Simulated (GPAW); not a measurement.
The system is Fe3Ge.

```
Ge Fe
1.0
     0.00000    2.87559    2.87559
     2.87559    0.00000    2.87559
     2.87559    2.87559    0.00000
Ge Fe
1 3
Direct
  0.00000 0.00000 0.00000
  0.75000 0.75000 0.75000
  0.25000 0.25000 0.25000
  0.50000 0.50000 0.50000
```

The cell comes from a database or a generator and needn't be the stable form of this composition.

Base run:

| Property | Result |
| --- | --- |
| Program | GPAW 26.7.0 |
| Functional | PBEsol |
| Potentials or basis | PAW data sets generated in the run's folder for this functional |
| Cutoff | 600 eV |
| Basis | pw |
| k mesh | 8 × 8 × 8 |
| Occupations | fermi-dirac, width 0.05 eV |
| Spin | collinear spin, ferromagnetic start |
| Starting moments | [0.0, 3.0, 3.0, 3.0] μB |
| Hubbard terms | Fe d U = 1 eV |

Its results: pressure -2.8 GPa; net moment 6.81 μB per cell; site moments Ge -0.05; Fe +2.18, +2.62 μB.

Q: The run is repeated on the same cell with these changes: hubbard terms from Fe d U = 1 eV to Fe d U = 2 eV. What comes out?

A: Pressure 3.2 GPa; net moment 7.54 μB per cell; site moments Ge -0.05; Fe +2.53, +2.73 μB.

Caveats: the U is typed as a test and isn't derived for this compound.

Not every run made on this cell is shown here.
